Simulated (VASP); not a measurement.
# InAs (F-43m) in VASP: notebook

The runs below take InAs through single point, with PBE.

Program: VASP 6.6.1. These are calculated values, not measurements. Logs are shortened: lines on timing, memory, paths and dates and some standing lists are left out, and cuts for length are marked.

**Measured values to compare with.**

From a printed reference work, data compilation, for a bulk crystal of InAs at 4.2 K: band gap 0.418 eV (direct).

The results are compared with them further down.

**1. The crystal as given**

It takes space group F-43m (No. 216, cubic). The conventional cell has a = 6.036 Å, b = 6.036 Å, c = 6.036 Å, α = 90.00°, β = 90.00°, γ = 90.00°. Around In (site symmetry -43m) lie 4 As at 2.61 Å. As (site symmetry -43m) is surrounded by 4 In at 2.61 Å.

**2. Single point, PBE**

INCAR

```
ALGO     = Fast           # electronic algorithm
EDIFF    = 1E-6           # SCF threshold, eV
ENCUT    = 520            # plane-wave cutoff, eV
GGA      = PE             # functional
ISIF     = 2              # what is computed and relaxed
ISMEAR   = 0              # smearing method
LASPH    = T              # aspherical terms in the spheres
LCHARG   = F              # write CHGCAR
LREAL    = F              # projectors in reciprocal space
LWAVE    = F              # write WAVECAR
NELM     = 60             # most SCF steps
PREC     = Accurate       # precision mode
SIGMA    = 0.012          # smearing width, eV
```

KPOINTS

```
k-points
0
Gamma
  8 8 8
```

POSCAR

```
InAs
1.0
    0.0000000000      3.0180000000      3.0180000000
    3.0180000000      0.0000000000      3.0180000000
    3.0180000000      3.0180000000      0.0000000000
In As
1 1
Direct
    0.0000000000      0.0000000000      0.0000000000
    0.7500000000      0.7500000000      0.7500000000
```

Potentials or basis: VASP PAW PBE potentials, release 64 (In_d, As).

Command:

```console
$ cat potpaw_PBE.64/In_d/POTCAR potpaw_PBE.64/As/POTCAR > POTCAR
$ mpirun -np 1 vasp_std > vasp.out
```

OUTCAR:

```text
EDIFF = 1E-6
   ENCUT = 520
   GGA = PE
   ISIF = 2
   ISMEAR = 0
   LASPH = T
   LREAL = F
   NELM = 60
   PREC = Accurate

 ion  position               nearest neighbor table
   1  0.000  0.000  0.000-   2 2.61   2 2.61   2 2.61   2 2.61
   2  0.750  0.750  0.750-   1 2.61   1 2.61   1 2.61   1 2.61

  LATTYP: Found a face centered cubic cell.
 ALAT       =     6.0360000000

  Lattice vectors:

 A1 = (   0.0000000000,   3.0180000000,   3.0180000000)
 A2 = (   3.0180000000,   0.0000000000,   3.0180000000)
 A3 = (   3.0180000000,   3.0180000000,   0.0000000000)

Analysis of symmetry for initial positions (statically):
=====================================================================
 Subroutine PRICEL returns:
 Original cell was already a primitive cell.

 Routine SETGRP: Setting up the symmetry group for a
 face centered cubic supercell.

 Subroutine GETGRP returns: Found 24 space group operations
 (whereof 24 operations were pure point group operations)
 out of a pool of 48 trial point group operations.

The static configuration has the point symmetry T_d .

Analysis of symmetry for dynamics (positions and initial velocities):
=====================================================================
 Subroutine PRICEL returns:
 Original cell was already a primitive cell.

 Routine SETGRP: Setting up the symmetry group for a
 face centered cubic supercell.

 Subroutine GETGRP returns: Found 24 space group operations
 (whereof 24 operations were pure point group operations)
 out of a pool of 48 trial point group operations.

The dynamic configuration has the point symmetry T_d .

 Subroutine INISYM returns: Found 24 space group operations
 (whereof 24 operations are pure point group operations),
 and found     1 'primitive' translations

----------------------------------------------------------------------------------------

                                     Primitive cell

  volume of cell :      54.9778

  direct lattice vectors                    reciprocal lattice vectors
     0.000000000  3.018000000  3.018000000    -0.165672631  0.165672631  0.165672631
     3.018000000  0.000000000  3.018000000     0.165672631 -0.165672631  0.165672631
     3.018000000  3.018000000  0.000000000     0.165672631  0.165672631 -0.165672631

  length of vectors
     4.268096531  4.268096531  4.268096531     0.286953414  0.286953414  0.286953414

  position of ions in fractional coordinates (direct lattice)
     0.000000000  0.000000000  0.000000000
     0.750000000  0.750000000  0.750000000

  ion indices of the primitive-cell ions
   primitive index   ion index
                 1           1
[... 87 lines left out ...]
   EFERMI =   0.00;   METHOD = LEGACY
   ISMEAR =     0;   SIGMA  =   0.01  broadening in eV -4-tet -1-fermi 0-gaus
   EFERMI_NEDOS =   21; number of points for ismear=-14 and -15
   IALGO  =     68    algorithm
   IMIX   =      4    mixing-type and parameters
     AMIX     =   0.40;   BMIX     =  1.00
     AMIX_MAG =   1.60;   BMIX_MAG =  1.00
  volume/ion in A,a.u.               =      27.49       185.50
  Fermi-wavevector in a.u.,A,eV,Ry     =   1.128331  2.132236 17.321990  1.273130
  Thomas-Fermi vector in A             =   2.265020
   LORBIT       =      0    0 simple, 1 ext, 2 COOP (PROOUT), +10 PAW based schemes
   GGA     = PE    functional components
   LHFCALC =     F    Hartree Fock is set to
   AEXX    =    0.0000 exact exchange contribution
   IVDW    =     0    specifies the selected vdW correction
   LEPSILON=     F    determine dielectric tensor
   LRPA    =     F    only Hartree local field effects (RPA)
 non-spin polarized calculation
 RMM-DIIS sequential band-by-band and
 Gauss-broadening in eV      SIGMA  =   0.01
  energy-cutoff  :      520.00
  volume of cell :       54.98
 maximum number of plane-waves:      1494
   NGX = 15   NGY = 15   NGZ = 15

 number of electron      17.9999991 magnetization

 Free energy of the ion-electron system (eV)
  ---------------------------------------------------
  ext. energy  EPLUGINS =         0.00000000
  ---------------------------------------------------
  free energy    TOTEN  =        -7.66124929 eV

  energy without entropy =       -7.66121314  energy(sigma->0) =       -7.66123121

 E-fermi :   4.5678     XC(G=0):  -9.1166

 val. band max:        4.5641104526   @ k =   0.0000   0.0000   0.0000
 cond. band min:       5.5324882664   @ k =   0.5000   0.0000   0.0000
 fundamental gap:      0.9683778138
 Fermi energy:         4.5677651876

 k-point     1 :       0.0000    0.0000    0.0000
  band No.  band energies     occupation
      1      -9.8408      2.00000
      2      -9.8408      2.00000
      3      -9.8408      2.00000
      4      -9.7127      2.00000
      5      -9.7127      2.00000
      6      -7.3326      2.00000
      7       4.3964      2.00000
      8       4.5641      1.33334
      9       4.5641      1.33334
     10       4.5641      1.33332
     11       8.4735      0.00000
     12       8.4735      0.00000
     13       8.4735      0.00000
[... 354 lines left out ...]
  band No.  band energies     occupation
      1      -9.9831      2.00000
      2      -9.7998      2.00000
      3      -9.7861      2.00000
      4      -9.7179      2.00000
      5      -9.7051      2.00000
      6      -5.5766      2.00000
      7      -1.0820      2.00000
      8       1.8108      2.00000
      9       2.9056      2.00000
     10       7.3834      0.00000
     11       8.6192      0.00000
     12      10.3732      0.00000
     13      11.6557      0.00000

 [... further k-points ...]

------------------------ aborting loop because EDIFF is reached ----------------------------------------

  FORCE on cell =-STRESS in cart. coord.  units (eV):
  Direction    XX          YY          ZZ          XY          YZ          ZX
  --------------------------------------------------------------------------------------
  -------------------------------------------------------------------------------------
  Total        1.5191807      1.5191807      1.5191807      0.0000000      0.0000000      0.0000000
  in kB       44.2723243     44.2723243     44.2723243      0.0000000      0.0000000      0.0000000
  external PRESSURE =      44.2723243 kB  Pullay stress =       0.0000000 kB

 VOLUME and BASIS-vectors are now :
 -----------------------------------------------------------------------------
  energy-cutoff  :      520.00
  volume of cell :       54.98
      direct lattice vectors                 reciprocal lattice vectors
     0.000000000  3.018000000  3.018000000    -0.165672631  0.165672631  0.165672631
     3.018000000  0.000000000  3.018000000     0.165672631 -0.165672631  0.165672631
     3.018000000  3.018000000  0.000000000     0.165672631  0.165672631 -0.165672631

 POSITION                                       TOTAL-FORCE (eV/Angst)
 -----------------------------------------------------------------------------------
      0.00000      0.00000      0.00000        -0.000000     -0.000000      0.000000
      4.52700      4.52700      4.52700         0.000000      0.000000     -0.000000
 -----------------------------------------------------------------------------------
    total drift:                                0.000000      0.000000      0.000000

  FREE ENERGIE OF THE ION-ELECTRON SYSTEM (eV)
  ---------------------------------------------------
  free  energy   TOTEN  =        -7.6612492904 eV

  energy  without entropy=       -7.6612131352  energy(sigma->0) =       -7.66123121
```

stdout:

```text
POSCAR found type information on POSCAR InAs
 POSCAR found :  2 types and       2 ions
 scaLAPACK will be used
 LDA part: xc-table for (Slater+PW92), standard interpolation
 POSCAR, INCAR and KPOINTS ok, starting setup
 FFT: planning ... GRIDC
 FFT: planning ... GRID_SOFT
 FFT: planning ... GRID
 WAVECAR not read
 entering main loop
```

It took 14 s on 1 thread of Intel Xeon Platinum 8488C (Sapphire Rapids), shared host; peak memory 0.18 GiB.

What came out:

```
Free energy            : -7.6612 eV
Pressure               : 4.4 GPa
Band gap on the k mesh : none (metal or under the smearing width)
```

Levels at points of the mesh, in eV from the Fermi level:
| k point | band 7 | band 8 | band 9 | band 10 | band 11 | band 12 |
| --- | --- | --- | --- | --- | --- | --- |
| (0.00, 0.00, 0.00) | -0.17 | 0.00 | 0.00 | 0.00 | 3.91 | 3.91 |
| (0.50, 0.00, 0.00) | -5.80 | -1.00 | -1.00 | 0.96 | 4.68 | 4.68 |
| (0.50, 0.50, 0.00) | -5.87 | -2.34 | -2.34 | 1.53 | 2.06 | 9.22 |

Caveat: this crystal is a semiconductor, whose small gap the functional closes, so the metal is an error of the method.

**3. Single point, PBE**

INCAR

```
SYSTEM = InAs
ALGO = Normal
EDIFF = 1E-6
ENCUT = 520
GGA = PE
ISIF = 2
ISMEAR = 0
LASPH = .True.
LCHARG = .True.
LELF = .True.
LREAL = .False.
LVHAR = .True.
LWAVE = .False.
NELM = 60
PREC = Accurate
SIGMA = 0.03
```

KPOINTS

```
k-points
0
Gamma
  3 3 3
  0 0 0
```

POSCAR is that of step 2.

Potentials or basis: VASP PAW PBE potentials, release 64 (In_d, As).

Command:

```console
$ cat potpaw_PBE.64/In_d/POTCAR potpaw_PBE.64/As/POTCAR > POTCAR
$ mpirun -np 1 vasp_std > vasp.out
```

Wall time 4.9 s (1 thread of Intel Xeon Platinum 8488C (Sapphire Rapids), shared host); peak memory 0.16 GiB.

Results (log left out):

```
Free energy            : -7.2010 eV
Pressure               : 6.2 GPa
Band gap on the k mesh : none (metal or under the smearing width)
```

Levels at points of the mesh, in eV from the Fermi level:
| k point | band 5 | band 6 | band 7 | band 8 | band 9 | band 10 | band 11 | band 12 | band 13 |
| --- | --- | --- | --- | --- | --- | --- | --- | --- | --- |
| (0.00, 0.00, 0.00) | -14.38 | -11.91 | -0.21 | -0.01 | -0.01 | -0.01 | 3.83 | 3.83 | 3.83 |

Caveat: the k mesh is coarse (spacing up to 0.60 Å⁻¹), so the values aren't converged; this crystal is a semiconductor, whose small gap the functional closes, so the metal is an error of the method.

**4. Single point, PBE**

INCAR

```
ALGO = Normal
EDIFF = 1E-6
ENCUT = 520
GGA = PE
ISIF = 2
ISMEAR = 0
LASPH = T
LCHARG = F
LREAL = F
LWAVE = F
NELM = 60
PREC = Accurate
SIGMA = 0.018000000000000002
```

KPOINTS

```
k-points
0
Gamma
  8 8 8
```

POSCAR is that of step 3.

Command:

```console
$ cat potpaw_PBE.64/In_d/POTCAR potpaw_PBE.64/As/POTCAR > POTCAR
$ mpirun -np 1 vasp_std > vasp.out
```

Run time: 19 s. Hardware: 1 thread of Intel Xeon Platinum 8488C (Sapphire Rapids), shared host; peak memory 0.18 GiB.

The run converged. Its results:

- Free energy: -7.6613 eV
- Pressure: 4.4 GPa
- Band gap on the k mesh: none (metal or under the smearing width)

Levels at points of the mesh, in eV from the Fermi level:
```csv
k point,band 7,band 8,band 9,band 10,band 11,band 12
"(0.00, 0.00, 0.00)",-0.17,-0.01,-0.01,-0.01,3.90,3.90
"(0.50, 0.00, 0.00)",-5.80,-1.00,-1.00,0.96,4.67,4.67
"(0.50, 0.50, 0.00)",-5.87,-2.35,-2.35,1.53,2.06,9.22
```

Caveat: this crystal is a semiconductor, whose small gap the functional closes, so the metal is an error of the method.

**5. Overview**

```tsv
k mesh	smearing	further INCAR settings	mesh quality	gap on the mesh (eV)	pressure (GPa)
8 × 8 × 8	gaussian 0.012 eV	ALGO = Fast; EDIFF = 1e-06	not flagged	none	4.4
3 × 3 × 3	gaussian 0.03 eV	ALGO = Normal; EDIFF = 1e-06	coarse	none	6.2
8 × 8 × 8	gaussian 0.018 eV	ALGO = Normal; EDIFF = 1e-06	not flagged	none	4.4
```

Alike in all rows: task single point; level PBE; potentials or basis VASP PAW PBE potentials, release 64 (In_d, As); no spin polarisation; cell as given; cutoff (eV) 520.

Caveats: some runs use coarse meshes; this crystal is a semiconductor, whose small gap the functional closes, so the metal is an error of the method.

Total energies depend on the potentials used, so only differences within one code and one set of settings carry meaning.

**6. Against experiment**

Step 2. Against the measured gap of InAs, 0.418 eV (direct; 4.2 K; a printed reference work, data compilation), the calculated 0.00 eV is off by -0.42 eV. Spin-orbit coupling on As, In is left out. The value is that of PBE on a finite k mesh, which can miss the band edges, without temperature or zero-point motion. Semilocal functionals fall short of measured gaps as a rule.

Step 4. Measured gap of InAs: 0.418 eV (direct; 4.2 K; a printed reference work, data compilation). This calculation gives 0.00 eV (-0.42 eV). Spin-orbit coupling on As, In is left out. The value is that of PBE on a finite k mesh, which can miss the band edges, without temperature or zero-point motion. Semilocal functionals fall short of measured gaps as a rule.
